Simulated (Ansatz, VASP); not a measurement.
## Fe (zigzag Fe chain) in two plane-wave programs

One calculation is typed for both programs; each brings its own data sets. How far apart do they land? The structure shown is the start of the Ansatz relaxation below; VASP solves that cell, so the two are compared at the walk's first step.

Main program and level: Ansatz 0.2.0; plane waves, with VASP 6.6.1 beside it; single point at PBE.

## 1. Set-up

The cell holds 2 atoms: 2 Fe. Its edges and angles: a = 9.000 Å, b = 7.500 Å, c = 4.429 Å, α = 90.0°, β = 90.0°, γ = 90.0°. Vacuum lies along a and b. The structure's axis is c.

Coordinates:

```cif
data_structure
_symmetry_space_group_name_H-M 'P 1'
_symmetry_Int_Tables_number 1
_cell_length_a 9.0000
_cell_length_b 7.5000
_cell_length_c 4.4289
_cell_angle_alpha 90.000
_cell_angle_beta 90.000
_cell_angle_gamma 90.000
_cell_volume 298.95
loop_
_atom_site_label
_atom_site_type_symbol
_atom_site_fract_x
_atom_site_fract_y
_atom_site_fract_z
_atom_site_occupancy
Fe1 Fe 0.43459 0.50000 0.00000 1
Fe2 Fe 0.56541 0.50000 0.50000 1
```

## 2. Ansatz: relaxation, PBE

Ansatz runs on its default PAW (the set named soft_2) files.

The two programs are compared at the cell with which this relaxation starts, whose forces are those of its first step.

Input file input.yaml:

```yaml
crystal:
  lattice:
    - [9.0, 0.0, 0.0]
    - [0.0, 7.5, 0.0]
    - [0.0, 0.0, 4.4288651258]
  atoms:
    - { symbol: Fe, position: [0.434586962, 0.5, 0.0], spin: 3.0 }
    - { symbol: Fe, position: [0.565413038, 0.5, 0.5], spin: 3.0 }
magnetization:
  spin_polarized: true
kpoints:
  mp_grid: { grid: [1, 1, 19] }
scf:
  occupations: { method: fermi_dirac, width: 0.05 }
hamiltonian:
  xc: pbe
relax:
  cell: { fix: [a, b, alpha, beta, gamma] }
  max_steps: 60
```

Launch:

```
> ansatz run input.yaml --threads 4 --pin off --max-ram 8192MiB --backend cpu --events-out ev --progress --plain --runs-dir out
```

Numbers of over 12 decimals in the logs are rounded to 6 here.

Output:

```text
Engine: ansatz 0.2.0, aarch64-unknown-linux-gnu
Pseudopotentials: kind: paw
Pseudopotential: Fe, paw, valence charge 16, recommended cutoff 420 eV (normal), Fe.paw.azcp
Functional definition: PBE
  parameter kappa = 0.804
  parameter beta = 0.066725
  exchange = pbe_x(kappa = kappa, mu = beta*pi^2/3)
  correlation = pbe_c(beta = beta)
Crystal: 2 atoms, lattice volume = 298.948 Å³
Basis set: ecut = 420 eV, 5869 PW (Γ), exchange–correlation on 128×108×60 points (8 copies of the dense FFT grid, shifted against one another)
Bands: 23, of which v1, the nominal top of the filled ones, is band 16 counted from 1 (15 counted from 0)
Symmetry: 8 space group operations
Space group: Pmma (ITA 51), of the structure as read, at distance tolerance 6.7e-5 Å
Magnetic group: BNS 51.289 (UNI 387), of the structure as read, at distance tolerance 6.7e-5 Å
k-points: 10 of 19
Non-local potential: Fe, projectors of the file, l = 0: 3, l = 1: 2, l = 2: 3, l = 3: 1
PAW form: soft (Blöchl's): semilocal exchange-correlation on the pseudo side does not see the compensation charge
PAW one-centre angular grid: Fe, 590 points (default); XC on 64 Gauss nodes
Initial density: superposition of atomic densities (neutral atoms: chi_scale 0, normalization atom)
Starting moments: Σ|m| = 6 μB on 2 of 2 sites
Initial wavefunctions: pseudopotential atomic-orbital guess
Functional: x = pbe(κ = 0.804, μ = 0.219515), c = pbe(β = 0.066725)
SCF iter   1: F=—  HF=-8953.080755 eV  |F-HF|=—  |Δ(HF+E_count)|=         —  Δρ=2.69e-2 (↑2.69e-2 ↓1.53e-2)  dr2=4.22e0  dr2_m=6.37e-1  M=6.444 μB ∫|m|=6.475 μB  β_m=0.30  ethr=3.10e-3  ⟨swp⟩=6.0  Hψ=2244  notcnv=0
Mixer restart at iter 1: flushing history
preconditioner: auto → LDOS  [metal: Δε(μ)=0.002 eV  Ē_g=3.598 eV  σ=0.050 eV  W_gap=0.01  n_scr=38 (ndim 8)  ℏωp=8.6 eV  f_vac=0.685  D(μ)=8.92/eV (n_scr^D=72)]
spin=Collinear: LDOS preconditioning applied to the charge; magnetization (m = ρ↑ − ρ↓) channel mixes plain (no charge-response kernel on spin).
SCF iter   2: F=—  HF=-8953.456869 eV  |F-HF|=—  |Δ(HF+E_count)|=   3.76e-1  Δρ=1.51e-2 (↑1.51e-2 ↓1.19e-2)  dr2=1.56e0  dr2_m=3.20e-1  M=6.455 μB ∫|m|=6.525 μB  β_m=0.54  ethr=3.10e-3  ⟨swp⟩=3.0  Hψ=962  notcnv=0  defer=1
SCF iter   3: F=—  HF=-8954.226209 eV  |F-HF|=—  |Δ(HF+E_count)|=   7.69e-1  Δρ=3.84e-3 (↑3.84e-3 ↓2.53e-3)  dr2=5.99e-2  dr2_m=1.49e-2  M=6.444 μB ∫|m|=6.613 μB  β_m=0.57  ethr=3.10e-3  ⟨swp⟩=3.3  Hψ=867  notcnv=0  defer=1
SCF iter   4: F=—  HF=-8954.345030 eV  |F-HF|=—  |Δ(HF+E_count)|=         —  Δρ=2.03e-3 (↑1.53e-3 ↓2.03e-3)  dr2=1.64e-2  dr2_m=2.54e-3  M=6.435 μB ∫|m|=6.648 μB  β_m=0.57  ethr=1.87e-4  ⟨swp⟩=3.5  Hψ=1058  notcnv=0  defer=1
Mixer restart at iter 4: flushing history
SCF iter   5: F=—  HF=-8954.354982 eV  |F-HF|=—  |Δ(HF+E_count)|=   9.95e-3  Δρ=1.06e-3 (↑5.94e-4 ↓1.06e-3)  dr2=2.73e-3  dr2_m=1.02e-3  M=6.427 μB ∫|m|=6.649 μB  β_m=0.75  ethr=5.12e-5  ⟨swp⟩=2.0  Hψ=759  notcnv=0  defer=1
SCF iter   6: F=—  HF=-8954.362930 eV  |F-HF|=—  |Δ(HF+E_count)|=   7.95e-3  Δρ=7.42e-4 (↑6.27e-4 ↓7.42e-4)  dr2=3.00e-3  dr2_m=3.13e-4  M=6.426 μB ∫|m|=6.662 μB  β_m=0.80  ethr=8.52e-6  ⟨swp⟩=2.6  Hψ=881  notcnv=0  defer=1
SCF iter   7: F=—  HF=-8954.363732 eV  |F-HF|=—  |Δ(HF+E_count)|=   8.02e-4  Δρ=1.93e-4 (↑1.77e-4 ↓1.93e-4)  dr2=1.61e-4  dr2_m=2.41e-5  M=6.424 μB ∫|m|=6.668 μB  β_m=0.80  ethr=8.52e-6  ⟨swp⟩=2.0  Hψ=804  notcnv=0  defer=1
SCF iter   8: F=—  HF=-8954.363794 eV  |F-HF|=—  |Δ(HF+E_count)|=   6.20e-5  Δρ=1.13e-4 (↑1.13e-4 ↓7.06e-5)  dr2=5.40e-5  dr2_m=6.15e-6  M=6.425 μB ∫|m|=6.670 μB  β_m=0.83  ethr=5.02e-7  ⟨swp⟩=2.0  Hψ=721  notcnv=0  defer=1
SCF iter   9: F=—  HF=-8954.363808 eV  |F-HF|=—  |Δ(HF+E_count)|=   1.39e-5  Δρ=4.61e-5 (↑4.61e-5 ↓3.26e-5)  dr2=1.16e-5  dr2_m=9.86e-7  M=6.425 μB ∫|m|=6.670 μB  β_m=0.83  ethr=1.69e-7  ⟨swp⟩=2.0  Hψ=664  notcnv=0  defer=1
SCF iter  10: F=—  HF=-8954.363808 eV  |F-HF|=—  |Δ(HF+E_count)|=   5.14e-7  Δρ=6.18e-6 (↑2.25e-6 ↓6.18e-6)  dr2=8.42e-8  dr2_m=3.13e-8  M=6.425 μB ∫|m|=6.671 μB  β_m=0.87  ethr=3.62e-8  ⟨swp⟩=2.0  Hψ=721  notcnv=0  defer=1
SCF iter  11: F=-8954.363808 eV  HF=-8954.363808 eV  |F-HF|=2.40e-8  |Δ(HF+E_count)|=   2.73e-7  Δρ=2.49e-6 (↑2.49e-6 ↓1.66e-6)  dr2=3.14e-8  dr2_m=2.83e-9  M=6.425 μB ∫|m|=6.671 μB  ethr=2.63e-10  ⟨swp⟩=2.0  Hψ=1642  notcnv=0
SCF 1 converged in 11 iterations: F = -8954.363808 eV  dr2 = 3.14e-8
  greatest PAW one-centre occupation: 1.004 electrons in one spin orbital (limit 2), on the Fe atom at site 1 (counted from 0), in its partial waves of l = 1
relax step   1: F+E_penalty+E_count = -8954.36380780 eV  Δ(F+E_penalty+E_count) = +0.000e0 eV  max|allowed force component| = 9.076e-1 eV/Å  Δτ_max = 0.0000 Å  P = -1.181 GPa  Ω = 298.948 Å³  fix = [a, b, alpha, beta, gamma]  reactions: a -0.622, b -0.124 GPa  (11 SCF iters, dr2 threshold 1.00e-7 eV, accepted)
[...]
relax step  13: F+E_penalty+E_count = -8956.47014508 eV  Δ(F+E_penalty+E_count) = -6.325e-4 eV  max|allowed force component| = 2.539e-2 eV/Å  Δτ_max = 0.0034 Å  P = +0.004 GPa  Ω = 170.132 Å³  energy of the carried Pulay correction = +7.697e-3 eV  fix = [a, b, alpha, beta, gamma]  reactions: a +0.089, b -0.165 GPa  (11 SCF iters, accepted)
[...]
relax step  14: F+E_penalty+E_count = -8956.47030668 eV  Δ(F+E_penalty+E_count) = -1.616e-4 eV  max|allowed force component| = 1.394e-4 eV/Å  Δτ_max = 0.0027 Å  P = -0.011 GPa  Ω = 170.598 Å³  energy of the carried Pulay correction = +7.661e-3 eV  fix = [a, b, alpha, beta, gamma]  reactions: a +0.132, b -0.164 GPa  (7 SCF iters, dr2 threshold 4.03e-8 eV, accepted)
[...]
relax step  15: F+E_penalty+E_count = -8956.46594823 eV  Δ(F+E_penalty+E_count) = +4.358e-3 eV  max|allowed force component| = 1.011e-3 eV/Å  Δτ_max = 0.0000 Å  P = -0.013 GPa  Ω = 170.598 Å³  fix = [a, b, alpha, beta, gamma]  reactions: a +0.136, b -0.165 GPa  stress off target by 1.06e-2 GPa on what of the cell is left free  SCF on the basis re-selected at this cell (its energy is not comparable with the rows above)  (9 SCF iters)
basis re-selected at this cell: Δ(F+E_penalty+E_count) = +4.358e-3 eV, ΔP = -0.002 GPa vs the last step (what re-selecting the basis moved, of the pressure what is left beyond the Pulay correction that the steps carried, after the strain that the cell walked since its last selection, with what the two solves' SCF thresholds leave and, on support functions, any second-order correction that the steps lacked; it is no measure of the basis error at this ecutwfc). The dense FFT grid was sized anew with the basis: this SCF ran on 64×54×18 points, the steps before it on 64×54×30, so part of this shift can come from that change (see relax.cell in the input reference). [rest of the remark cut]
SCF converged after 9 iterations
Magnetization: 6.3222 μB (19.1611 up, 12.8389 down)
Absolute magnetization: 6.5760 μB (∫|ρ↑−ρ↓|, with the PAW one-centre terms)
Spin contamination: 0.0914 ħ² per cell (⟨S²⟩ above its minimum at these occupations)
Per-site moments (μB) at R_I (Å): [(2.790913, 0.922108), (2.790913, 0.922108)]
Free energy (F): -8956.465948 eV
Harris-Foulkes:  -8956.465948 eV  (|F-HF|=1.04e-10)
Internal energy: -8956.452240 eV  (E = F + TS)
E sigma→0 (E₀):  -8956.459094 eV
Entropy (-TS):   -0.013708 eV (-6.854 meV/atom)
Fermi energy:    -0.744409 eV
--- Per-component energies (eV) ---
  E_band       = -1040.061393
  E_kinetic    = 696.019459
  E_local      = -13036.642466  (includes V_loc(G=0)·N_el)
  E_nonlocal   = 452.444801
  E_hartree    = 5879.443496
  E_xc         = -228.815308
  E_vxc        = -293.987904  (∫ρ·V_xc dr)
  E_paw        = -2743.649043  (= ΣΔE_a)
  E_vpaw       = -616.783927  (= ΣTr[D̂ρ^β])
  E_aug_tail   = 0.001663  (compensation charges beyond the density's cutoff)
  E_ewald      = 24.745158
  E_smearing   = -0.013708  (= −TS)
  E_closure    = -0.000000  (closes the sum)
  Σ components = -8956.465948   (vs F -8956.465948, Δ=0.00e0)
--- Forces (eV/Å), atoms counted from 1 ---
  atom   1  Fe    -0.00101098     0.00000000     0.00000000
  atom   2  Fe     0.00101098     0.00000000     0.00000000
  max |Σ_I F_I| component: 0.00e0 eV/Å
--- Stress (GPa, compression-positive) ---
        0.135597       0.000000       0.000000
        0.000000      -0.165104       0.000000
        0.000000       0.000000      -0.010566
  P = ⅓ Tr σ = -0.0134 GPa (-0.134 kbar)
--- Relaxed structure (14 steps of the walk, 13 accepted, 1 SCFs on fresh bases) ---
  F+E_penalty+E_count = -8956.46594823 eV   max|allowed force component| = 1.011e-3 eV/Å   (the final SCF, on the basis selected at the relaxed cell)
  cell:  # Å, volume = 170.5979 Å³
    - [9.0, 0.0, 0.0]
    - [0.0, 7.5, 0.0]
    - [0.0, 0.0, 2.527376]
  atoms:
    - { symbol: Fe, position: [0.397558, 0.5, 0.0] }
    - { symbol: Fe, position: [0.602442, 0.5, 0.500000] }
```

In the SCF lines HF is the Harris–Foulkes energy and dr2 the Hartree energy of the density residual, in eV; the loop may stop once dr2 is under the threshold and the program's other checks hold. Hψ counts applications of the Hamiltonian.

## 3. VASP: single point, PBE, start cell

The same cell, functional, mesh and smearing now go to VASP, with its own data sets.

Lines of VASP's logs that name or quote its potential files are left out, and so is its time.

Input file INCAR:

```
SYSTEM = Fe
PREC = Accurate
ENCUT = 520
EDIFF = 1E-06
NELM = 200
ISMEAR = -1
SIGMA = 0.05
LREAL = .FALSE.
ALGO = Normal
GGA = PE
NBANDS = 19
ISPIN = 2
MAGMOM = 2.79 2.79
LASPH = .TRUE.
LMAXMIX = 4
LORBIT = 11
LWAVE = .FALSE.
LCHARG = .FALSE.
ISIF = 2
GGA_COMPAT = .FALSE.
KPAR = 2
```

Input file POSCAR:

```
Fe
1.0
    9.0000000000      0.0000000000      0.0000000000
    0.0000000000      7.5000000000      0.0000000000
    0.0000000000      0.0000000000      4.4288650000
Fe
2
Direct
    0.4345870000      0.5000000000      0.0000000000
    0.5654130000      0.5000000000      0.5000001129
```

Input file KPOINTS:

```
Automatic mesh
0
Gamma
1 1 19
0 0 0
```

Potentials, in the order of the species: Fe (PBE family, release 64).

Launch:

```
> mpirun -np 2 vasp_std
```

Output:

```text
[banner, memory and clock lines left out]
running    2 mpi-ranks, on    1 nodes
 distrk:  each k-point on    1 cores,    2 groups
 distr:  one band on    1 cores,    1 groups

 POSCAR found type information on POSCAR Fe
 POSCAR found :  1 types and       2 ions
 LDA part: xc-table for (Slater+PW92), standard interpolation
 POSCAR, INCAR and KPOINTS ok, starting setup
 FFT: planning ... GRIDC
 FFT: planning ... GRID_SOFT
 FFT: planning ... GRID
 WAVECAR not read
 entering main loop
       N       E                     dE             d eps       ncg     rms          rms(c)
DAV:   1     0.719710867487E+02    0.71971E+02   -0.43573E+03   760   0.564E+02
DAV:   2    -0.610575969321E+01   -0.78077E+02   -0.61966E+02   760   0.131E+02
DAV:   3    -0.101289644869E+02   -0.40232E+01   -0.38780E+01   917   0.347E+01
DAV:   4    -0.102050867257E+02   -0.76122E-01   -0.75755E-01   826   0.709E+00
DAV:   5    -0.102061391327E+02   -0.10524E-02   -0.10522E-02   827   0.582E-01    0.110E+01
DAV:   6    -0.100297511341E+02    0.17639E+00   -0.94716E+00   804   0.339E+01    0.822E+00
DAV:   7    -0.988221652114E+01    0.14753E+00   -0.13399E+00   800   0.128E+01    0.353E+00
DAV:   8    -0.989672209844E+01   -0.14506E-01   -0.12820E-01   798   0.172E+00    0.177E+00
DAV:   9    -0.993240083885E+01   -0.35679E-01   -0.81964E-02   787   0.210E+00    0.863E-01
DAV:  10    -0.994493976427E+01   -0.12539E-01   -0.42151E-02   821   0.145E+00    0.329E-01
DAV:  11    -0.994559619900E+01   -0.65643E-03   -0.34830E-03   837   0.535E-01    0.213E-01
DAV:  12    -0.994613638091E+01   -0.54018E-03   -0.16608E-03   841   0.284E-01    0.155E-01
DAV:  13    -0.994650447388E+01   -0.36809E-03   -0.13051E-03   779   0.255E-01    0.104E-01
DAV:  14    -0.994705866959E+01   -0.55420E-03   -0.87425E-04   784   0.259E-01    0.584E-02
DAV:  15    -0.994766264774E+01   -0.60398E-03   -0.86473E-04   772   0.235E-01    0.301E-02
DAV:  16    -0.994776699372E+01   -0.10435E-03   -0.18610E-04   789   0.964E-02    0.206E-02
DAV:  17    -0.994791339921E+01   -0.14641E-03   -0.13761E-04   803   0.830E-02    0.126E-02
DAV:  18    -0.994790233334E+01    0.11066E-04   -0.79117E-05   791   0.693E-02    0.619E-03
DAV:  19    -0.994794458046E+01   -0.42247E-04   -0.97643E-05   784   0.682E-02    0.466E-03
DAV:  20    -0.994794365506E+01    0.92540E-06   -0.92833E-06   762   0.230E-02
   1 F= -.99479437E+01 E0= -.99256212E+01  d E =-.446449E-01  mag=     6.4223
```

(Continued in part 2 of 2.)

[Lines on the potential files, build, host, timing and source positions are cut from VASP's logs without a mark.]

[Logs are printed without paths, hosts, clocks, repeated set-up lines and the standing remarks that a program may print on its own settings, such as how far it seeks lower states.]

[Hosts, paths, dates, database ids (printed as entryN), source tags and the programs' standing remarks are cut or masked in the printed files.]
